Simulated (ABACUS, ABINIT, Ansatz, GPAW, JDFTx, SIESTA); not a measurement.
Te: programs and potentials compared

```
CELL_PARAMETERS angstrom
4.45400 0.00000 0.00000
-2.22700 3.85728 0.00000
0.00000 0.00000 5.92400
ATOMIC_POSITIONS crystal
Te 0.72636 0.72628 0.99901
Te 0.00652 0.27843 0.67379
Te 0.27379 0.01099 0.33305
```

Atoms were shifted at random by some hundredths of an Å from the given cell, which wasn't relaxed again for these runs.

Alike in all runs: task single point; functional PBEsol; k mesh 7 × 7 × 5; occupations fermi-dirac, width 0.05 eV; no spin polarisation; no spin-orbit coupling. Pressure is positive in compression and, in plane waves, holds the error of the finite cutoff, which Ansatz's Pulay term estimates and takes out.

```csv
program and potentials,plane-wave cutoff (eV),notes,pressure (GPa),largest force (eV/Å),energy over the undisturbed cell (meV/atom)
"Ansatz, Ansatz PAW",420,"potentials made for PBE, which Ansatz adapts in part; 16 valence electrons an atom on average; Pulay term of +0.03 GPa included",-1.28,0.190,1.22
"ABACUS, PseudoDojo NC SR 0.4.1 PBEsol standard, plane waves",1129,16 valence electrons an atom on average,-1.15,0.203,0.47
"JDFTx, PseudoDojo-SR-PBEsol-0.4.1-standard with smoothed tails",1088,16 valence electrons an atom on average,-1.15,0.206,-
"ABINIT, PseudoDojo NC SR PBEsol v0.4.1 standard",1088,16 valence electrons an atom on average,-1.15,0.206,-
"Ansatz, all-electron LAPW, scalar-relativistic",-,-,?,?,-
"SIESTA, files PseudoDojo sr-pbesol-0.4.1-standard, DZP (energy shift 0.003 Ry; two zetas on semicore shells)",-,atomic basis; 16 valence electrons an atom on average,-0.05,0.542,-5.64
"GPAW, PAW data sets generated for this functional",600,6 valence electrons an atom on average,-1.65,0.183,1.74
```

**Question.** Estimate from the other rows what the run with Ansatz, all-electron LAPW, scalar-relativistic gave.

**Answer.** Pressure -1.26 GPa; largest force 0.189 eV/Å. The other rows, which needn't bracket it: pressure -1.65 to -0.05; largest force 0.183 to 0.542; energy over the undisturbed cell -5.64 to 1.74.
